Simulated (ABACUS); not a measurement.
# Rh (Fm-3m) in ABACUS: notebook

Runs on Rh. Level: LDA. Tasks: band structure, equation of state.

Program: ABACUS 3.10.1. These are calculated values, not measurements. Logs are shortened: lines on timing, memory, paths and dates and some standing lists are left out, and cuts for length are marked.

**What was measured.**

“Thermal equation of state of rhodium characterized by XRD in a resistively heated diamond anvil cell”, 2024, pmc:11535440 quotes, for a bulk crystal of Rh: bulk modulus 264 ± 1 GPa.

The runs below are set against these values where they give the same quantity.

### 1 Starting point

It takes space group Fm-3m (No. 225, cubic). Conventional cell: a = 3.796 Å, b = 3.796 Å, c = 3.796 Å, α = 90.00°, β = 90.00°, γ = 90.00°. Rh (site symmetry m-3m) has 12 Rh at 2.68 Å as nearest neighbours.

### 2 Band structure, LDA

Input file INPUT:

```
INPUT_PARAMETERS
suffix              Rh
calculation         nscf
basis_type          pw
pseudo_dir          ./
symmetry            -1
dft_functional      pz
ecutwfc             89.0
pseudo_rcut         10
nspin               1
nbands              19
ks_solver           dav
smearing_method     fd
smearing_sigma      0.00367493
scf_thr             1e-08
scf_nmax            100
mixing_type         broyden
mixing_beta         0.7
init_chg            file
pw_diag_thr         1e-07
out_band            1
kpar                4
```

Input file STRU:

```
ATOMIC_SPECIES
Rh 102.9055 Rh.upf

LATTICE_CONSTANT
1.8897261246

LATTICE_VECTORS
0.0000000000 1.8978500000 1.8978500000
1.8978500000 0.0000000000 1.8978500000
1.8978500000 1.8978500000 0.0000000000

ATOMIC_POSITIONS
Direct

Rh
0.0
1
0.0000000000 0.0000000000 0.0000000000 1 1 1
```

Input file KPT:

```
K_POINTS
12
Line
0.00000000 0.00000000 0.00000000 10 // G
0.50000000 0.00000000 0.50000000 10 // X
0.50000000 0.25000000 0.75000000 10 // W
0.37500000 0.37500000 0.75000000 10 // K
0.00000000 0.00000000 0.00000000 10 // G
0.50000000 0.50000000 0.50000000 10 // L
0.62500000 0.25000000 0.62500000 10 // U
0.50000000 0.25000000 0.75000000 10 // W
0.50000000 0.50000000 0.50000000 10 // L
0.37500000 0.37500000 0.75000000 1 // K
0.62500000 0.25000000 0.62500000 10 // U
0.50000000 0.00000000 0.50000000 1 // X
```

Potentials or basis: PseudoDojo NC SR 0.4.1 LDA standard, plane waves.

Command:

```sh
$ OMP_NUM_THREADS=1 mpirun -np 4 abacus > log
```

running log:

```text
ABACUS v3.10.1

               Atomic-orbital Based Ab-initio Computation at UStc

 ------------------------------------------------------------------------------------

 READING GENERAL INFORMATION
                           global_out_dir = OUT.Rh/
                           global_in_card = INPUT
                               pseudo_dir = ./
                              orbital_dir =
                                    DSIZE = 4
                                    GSIZE = 1

 READING UNITCELL INFORMATION
                                    ntype = 1
                  lattice constant (Bohr) = 1.88973
              lattice constant (Angstrom) = 1

 READING ATOM TYPE 1
                               atom label = Rh
                      L=0, number of zeta = 1
                      L=1, number of zeta = 1
                      L=2, number of zeta = 1
             number of atom for this type = 1

                        TOTAL ATOM NUMBER = 1
DIRECT COORDINATES
    atom                   x                   y                   z     mag                  vx                  vy                  vz
taud_Rh1            0.0000000000        0.0000000000        0.0000000000  0.0000        0.0000000000        0.0000000000        0.0000000000

                          Volume (Bohr^3) = 92.2597
                             Volume (A^3) = 13.6715

 Lattice vectors: (Cartesian coordinate: in unit of a_0)
                   +0            +1.89785            +1.89785
             +1.89785                  +0            +1.89785
             +1.89785            +1.89785                  +0
 Reciprocal vectors: (Cartesian coordinate: in unit of 2 pi/a_0)
            -0.263456           +0.263456           +0.263456
            +0.263456           -0.263456           +0.263456
            +0.263456           +0.263456           -0.263456
 The esolver type has been set to : ksdft_pw

                PAO radial cut off (Bohr) = 10

 Read in pseudopotential file is Rh.upf
                     pseudopotential type = NC
          exchange-correlation functional = SLAPWNOGXNOGC
                 nonlocal core correction = 1
                        valence electrons = 17
                                     lmax = 2
                           number of zeta = 4
                     number of projectors = 6
                           L of projector = 0
                           L of projector = 0
                           L of projector = 1
                           L of projector = 1
                           L of projector = 2
                           L of projector = 2
 XC functional updated to : pz
          exchange-correlation functional = PZ
     initial pseudo atomic orbital number = 10

 SETUP THE ELECTRONS NUMBER
            electron number of element Rh = 17
      total electron number of element Rh = 17
            AUTOSET number of electrons:  = 17
                           occupied bands = 9
                                   NBANDS = 19
                                   NLOCAL = 9

%%%%%%%%%%%%%%%%%%%%%%%%%%%%%%%%%%%%%%%%%%%%%%%%%%%%%%%%%%%%%%%%%%%%%%%%%%%%%%%%%%%%%%%%%%%%%%%%%%%%%%%%%%
 Warning: the number of valence electrons in pseudopotential > 9 for Rh: [Kr] 4d8 5s1
 Pseudopotentials with additional electrons can yield (more) accurate outcomes, but may be less efficient.
 If you're confident that your chosen pseudopotential is appropriate, you can safely ignore this warning.
%%%%%%%%%%%%%%%%%%%%%%%%%%%%%%%%%%%%%%%%%%%%%%%%%%%%%%%%%%%%%%%%%%%%%%%%%%%%%%%%%%%%%%%%%%%%%%%%%%%%%%%%%%

 SETUP THE PLANE WAVE BASIS
 energy cutoff for charge/potential (unit:Ry) = 356
            fft grid for charge/potential = [ 32, 32, 32 ]
                        fft grid division = [ 1, 1, 1 ]
        big fft grid for charge/potential = [ 32, 32, 32 ]
                                     nbxx = 32768
                                     nrxx = 32768

 SETUP PLANE WAVES FOR CHARGE/POTENTIAL
                    number of plane waves = 10417
                         number of sticks = 637

 PARALLEL PW FOR CHARGE/POTENTIAL
     PROC   COLUMNS(POT)             PW
        1            637          10417
 --------------- sum -------------------
        1            637          10417
                            number of |g| = 156
                                  max |g| = 31.9282
                                  min |g| = 0

----------- Double Check Mixing Parameters Begin ------------
mixing_type: broyden
mixing_beta: 0.7
mixing_gg0: 1
mixing_gg0_min: 0.1
mixing_ndim: 8
----------- Double Check Mixing Parameters End ------------

 SETUP K-POINTS
                                    nspin = 1
                                   nkstot = 102
K-POINTS DIRECT COORDINATES
 KPOINTS    DIRECT_X    DIRECT_Y    DIRECT_Z  WEIGHT
       1  0.00000000  0.00000000  0.00000000  1.0000
       2  0.05000000  0.00000000  0.05000000  1.0000
       3  0.10000000  0.00000000  0.10000000  1.0000
       4  0.15000000  0.00000000  0.15000000  1.0000
       5  0.20000000  0.00000000  0.20000000  1.0000
       6  0.25000000  0.00000000  0.25000000  1.0000
[... 22 lines left out ...]
      29  0.40000000  0.35000000  0.75000000  1.0000
      30  0.38750000  0.36250000  0.75000000  1.0000
[... 72 further k points ...]

           k-point number in this process = 26
       minimum distributed K point number = 25

[... K-POINTS CARTESIAN COORDINATES: 26 rows ...]

[... K-POINTS DIRECT COORDINATES: 26 rows ...]

 SETUP PLANE WAVES FOR WAVE FUNCTIONS
     energy cutoff for wavefunc (unit:Ry) = 89
              fft grid for wave functions = [ 32, 32, 32 ]
                    number of plane waves = 1807
                         number of sticks = 199

 PARALLEL PW FOR WAVE FUNCTIONS
     PROC   COLUMNS(POT)             PW
        1            199           1807
 --------------- sum -------------------
        1            199           1807

 SETUP NONLOCAL PSEUDOPOTENTIALS IN PLANE WAVE BASIS
 Rh non-local projectors:
 projector 1 L=0
 projector 2 L=0
 projector 3 L=1
 projector 4 L=1
 projector 5 L=2
 projector 6 L=2
      TOTAL NUMBER OF NONLOCAL PROJECTORS = 18

 Init Non-Local PseudoPotential table :
 Init Non-Local-Pseudopotential done.

                                     npwx = 1316

 Make real space PAO into reciprocal space.
       max mesh points in Pseudopotential = 1001
     dq(describe PAO in reciprocal space) = 0.01
                                    max q = 1136

 number of pseudo atomic orbitals for Rh is 4
WARNING: norm of atomic wavefunction # 3 of atomic type Rh is 0.999998, renormalized
WARNING: norm of atomic wavefunction # 4 of atomic type Rh is 0.99979, renormalized

 -------------------------------------------
 NONSELF-CONSISTENT
 -------------------------------------------
                                 init_chg = file
 try to read charge from file
 Read in the charge density: OUT.Rh//Rh-CHARGE-DENSITY.restart

 PW ALGORITHM --------------- ION=   1  ELEC=   1--------------------------------
 k(1/102) Iter steps (avg)=14 threshold=1e-07
 k(2/102) Iter steps (avg)=16 threshold=1e-07
 k(3/102) Iter steps (avg)=13 threshold=1e-07
 k(4/102) Iter steps (avg)=12 threshold=1e-07
 k(5/102) Iter steps (avg)=14 threshold=1e-07
 k(6/102) Iter steps (avg)=15 threshold=1e-07
 k(7/102) Iter steps (avg)=15 threshold=1e-07
 k(8/102) Iter steps (avg)=17 threshold=1e-07
 k(9/102) Iter steps (avg)=19 threshold=1e-07
 k(10/102) Iter steps (avg)=15 threshold=1e-07
[... 6 lines left out ...]
 k(17/102) Iter steps (avg)=20 threshold=1e-07
 k(18/102) Iter steps (avg)=17 threshold=1e-07
 k(19/102) Iter steps (avg)=20 threshold=1e-07
 k(20/102) Iter steps (avg)=18 threshold=1e-07
 k(21/102) Iter steps (avg)=19 threshold=1e-07
 k(22/102) Iter steps (avg)=19 threshold=1e-07
 k(23/102) Iter steps (avg)=17 threshold=1e-07
 k(24/102) Iter steps (avg)=17 threshold=1e-07
 k(25/102) Iter steps (avg)=18 threshold=1e-07
 k(26/102) Iter steps (avg)=18 threshold=1e-07
[... levels at 26 k points of this process ...]

 Density error is 0.00000000000
                          Error Threshold = 1.00000000000e-07
----------------------------------------------------------
     Energy           Rydberg                 eV
----------------------------------------------------------
 E_KohnSham     -234.5867513747      -3191.7164940050
 E_KS(sigma->0) -234.5858319050      -3191.7039839787
 E_Harris       -234.5867513747      -3191.7164940050
 E_band         -6.0583567949        -82.4281729275
 E_one_elec     -49.6894798705       -676.0600568945
 E_Hartree      37.4992374847        510.2033004465
 E_xc           -37.6663965655       -512.4776164181
 E_Ewald        -184.7282734841      -2513.3571010863
 E_entropy(-TS) -0.0018389393        -0.0250200526
 E_descf        0.0000000000         0.0000000000
 E_exx          0.0000000000         0.0000000000
 E_Fermi        1.6867695889         22.9496776226
----------------------------------------------------------

 charge density convergence is achieved
 final etot is -3191.7164940 eV
 EFERMI = 22.949677623 eV

 STATE ENERGY(eV) AND OCCUPATIONS    NSPIN == 1
 1/26 kpoint (Cartesian) = 0.0000 0.0000 0.0000 (1291 pws)
       1       -56.2504      0.0196078
       2       -23.7660      0.0196078
       3       -23.7660      0.0196078
       4       -23.7660      0.0196078
       5        14.4055      0.0196078
       6        19.3735      0.0196078
[... 11 lines left out ...]
      18        54.7137        0.00000
      19        60.7790        0.00000

 2/26 kpoint (Cartesian) = 0.0000 0.026346 0.0000 (1307 pws)
       1       -56.2466      0.0196078
       2       -23.7846      0.0196078
       3       -23.7729      0.0196078
       4       -23.7729      0.0196078
       5        14.5411      0.0196078
       6        19.2823      0.0196078
[... 11 lines left out ...]
      18        54.8010        0.00000
      19        59.2704        0.00000

 3/26 kpoint (Cartesian) = 0.0000 0.052691 0.0000 (1299 pws)
       1       -56.2356      0.0196078
       2       -23.8382      0.0196078
       3       -23.7928      0.0196078
       4       -23.7928      0.0196078
       5        14.9348      0.0196078
       6        19.0260      0.0196078
[... 11 lines left out ...]
      18        55.0682        0.00000
      19        56.5483        0.00000

 4/26 kpoint (Cartesian) = 0.0000 0.079037 0.0000 (1307 pws)
       1       -56.2185      0.0196078
       2       -23.9206      0.0196078
       3       -23.8238      0.0196078
       4       -23.8238      0.0196078
       5        15.5386      0.0196078
       6        18.6487      0.0196078
[... 11 lines left out ...]
      18        55.5030        0.00000
      19        55.5312        0.00000

 5/26 kpoint (Cartesian) = 0.0000 0.10538 0.0000 (1307 pws)
       1       -56.1969      0.0196078
       2       -24.0228      0.0196078
       3       -23.8627      0.0196078
       4       -23.8627      0.0196078
       5        16.2340      0.0196078
       6        18.2060      0.0196078
[... 11 lines left out ...]
      18        56.2169        0.00000
      19        58.4270        0.00000

 6/26 kpoint (Cartesian) = 0.0000 0.13173 0.0000 (1299 pws)
       1       -56.1729      0.0196078
       2       -24.1337      0.0196078
       3       -23.9056      0.0196078
       4       -23.9056      0.0196078
       5        16.7662      0.0196078
       6        17.7508      0.0196078
[... 11 lines left out ...]
      18        57.1597        0.00000
      19        57.8909        0.00000

[... levels at 20 further k points ...]

 --------------------------------------------
 !FINAL_ETOT_IS -3191.716494004995 eV
 --------------------------------------------

 Output bands in file: OUT.Rh/BANDS_1.dat
```

Run time: 1.9 s. Hardware: 4 MPI ranks of AMD EPYC 9R45 (Zen 5), shared host; peak memory 0.36 GiB.

Levels at the corners of the path, in eV from the Fermi level:
| point | band 4 | band 5 | band 6 | band 7 | band 8 | band 9 | band 10 | band 11 | band 12 | band 13 |
| --- | --- | --- | --- | --- | --- | --- | --- | --- | --- | --- |
| Γ | -46.32 | -8.15 | -3.18 | -3.18 | -3.18 | -1.03 | -1.03 | 16.11 | 21.50 | 21.50 |
| X | -46.60 | -6.44 | -6.08 | 0.54 | 0.96 | 0.96 | 3.15 | 12.23 | 13.25 | 13.25 |
| W | -46.60 | -5.12 | -3.91 | -3.91 | -1.25 | 0.97 | 9.57 | 9.57 | 11.14 | 12.70 |
| K | -46.54 | -5.63 | -4.88 | -2.15 | -0.72 | 0.34 | 7.82 | 8.52 | 12.01 | 16.44 |
| Γ | -46.32 | -8.15 | -3.18 | -3.18 | -3.18 | -1.03 | -1.03 | 16.11 | 21.50 | 21.50 |
| L | -46.42 | -6.27 | -3.24 | -3.24 | 0.55 | 0.55 | 0.62 | 8.56 | 15.59 | 21.26 |
| U | -46.54 | -5.63 | -4.88 | -2.15 | -0.72 | 0.34 | 7.82 | 8.52 | 12.01 | 16.44 |
| W | -46.60 | -5.12 | -3.91 | -3.91 | -1.25 | 0.97 | 9.57 | 9.57 | 11.14 | 12.70 |
| L | -46.42 | -6.27 | -3.24 | -3.24 | 0.55 | 0.55 | 0.62 | 8.56 | 15.59 | 21.26 |
| K | -46.54 | -5.63 | -4.88 | -2.15 | -0.72 | 0.34 | 7.82 | 8.52 | 12.01 | 16.44 |
| U | -46.54 | -5.63 | -4.88 | -2.15 | -0.72 | 0.34 | 7.82 | 8.52 | 12.01 | 16.44 |
| X | -46.60 | -6.44 | -6.08 | 0.54 | 0.96 | 0.96 | 3.15 | 12.23 | 13.25 | 13.25 |

Caveat: the density is read from an earlier self-consistent run, whose mesh may be coarse.

### 3 Equation of state, LDA, 12.85 Å³/atom (volume scaled by 0.94)

Input file INPUT:

```
INPUT_PARAMETERS
suffix              Rh
calculation         scf
basis_type          pw
pseudo_dir          ./
latname             fcc
symmetry            1
dft_functional      pz
ecutwfc             89
pseudo_rcut         10
nspin               1
nbands              13
ks_solver           dav
smearing_method     fd
smearing_sigma      0.00367493
scf_thr             1e-08
scf_nmax            100
mixing_type         broyden
mixing_beta         0.7
cal_force           1
cal_stress          1
kpar                4
```

Input file STRU:

```
ATOMIC_SPECIES
Rh 102.9055 Rh.upf

LATTICE_CONSTANT
7.0264080089

ATOMIC_POSITIONS
Direct

Rh
0.0
1
0.0000000000 0.0000000000 0.0000000000 1 1 1
```

Input file KPT:

```
K_POINTS
0
Gamma
10 10 10 0 0 0
```

Potentials or basis: PseudoDojo NC SR 0.4.1 LDA standard, plane waves.

Command:

```sh
$ OMP_NUM_THREADS=1 mpirun -np 4 abacus > log
```

It took 1.6 s on 4 MPI ranks of AMD EPYC 9R45 (Zen 5), shared host; peak memory 0.36 GiB.

It converged, with:

* Free energy: -3192.3033 eV
* Pressure: 10.7 GPa
* Band gap on the k mesh: none (metal or under the smearing width)

### 4 Equation of state, LDA, 13.40 Å³/atom (volume scaled by 0.98)

INPUT is that of step 3.

Edit STRU of step 3 so:

```diff
@@ -4,3 +4,3 @@
 LATTICE_CONSTANT
-7.0264080089
+7.1246921790
```

KPT is that of step 3.

Command:

```sh
$ OMP_NUM_THREADS=1 mpirun -np 4 abacus > log
```

Wall time 1.5 s (4 MPI ranks of AMD EPYC 9R45 (Zen 5), shared host); peak memory 0.36 GiB.

It converged, with:

```
Free energy            : -3192.3156 eV
Pressure               : -3.3 GPa
Band gap on the k mesh : none (metal or under the smearing width)
```

### 5 Equation of state, LDA, 13.94 Å³/atom (volume scaled by 1.02)

INPUT is that of step 4.

Edit STRU of step 4 so:

```diff
@@ -4,3 +4,3 @@
 LATTICE_CONSTANT
-7.1246921790
+7.2203370438
```

KPT is that of step 4.

Command:

```sh
$ OMP_NUM_THREADS=1 mpirun -np 4 abacus > log
```

It took 1.5 s on 4 MPI ranks of AMD EPYC 9R45 (Zen 5), shared host; peak memory 0.36 GiB.

The run converged. Its results:

```yaml
Free_energy: -3192.2855 eV
Pressure: -14.1 GPa
Band_gap_on_the_k_mesh: none (metal or under the smearing width)
```

### 6 Equation of state, LDA, 14.49 Å³/atom (volume scaled by 1.06)

INPUT is that of step 5.

Edit STRU of step 5 so:

```diff
@@ -4,3 +4,3 @@
 LATTICE_CONSTANT
-7.2203370438
+7.3135129599
```

KPT is that of step 5.

Potentials or basis: PseudoDojo NC SR 0.4.1 LDA standard, plane waves.

Command:

```sh
$ OMP_NUM_THREADS=1 mpirun -np 4 abacus > log
```

It took 1.4 s on 4 MPI ranks of AMD EPYC 9R45 (Zen 5), shared host; peak memory 0.36 GiB.

The run converged. Its results:

```
Free energy            : -3192.2227 eV
Pressure               : -22.5 GPa
Band gap on the k mesh : none (metal or under the smearing width)
```

### 7 Equation of state, LDA

This step only gathers the single runs of the series.

Results:

```yaml
Equilibrium_volume: 13.26 Å³/atom
Bulk_modulus: 319 GPa
Pressure_derivative_of_the_bulk_modulus: "5.2 (rough: it moves with the points fitted)"
```

Energy against volume, from the lowest point:
```
volume (Å³/atom)  energy (meV/atom)
          12.851              12.30
          13.398               0.00
          13.945              30.07
          14.492              92.96
```

### 8 How close it comes

Step 7. Against the measured bulk modulus of Rh, 264 GPa (quoted in “Thermal equation of state of rhodium characterized by XRD in a resistively heated diamond anvil cell”, 2024, pmc:11535440), the calculated 319 GPa is off by +20.8 %. The fit is for a static lattice scaled at fixed shape and fixed fractional positions.
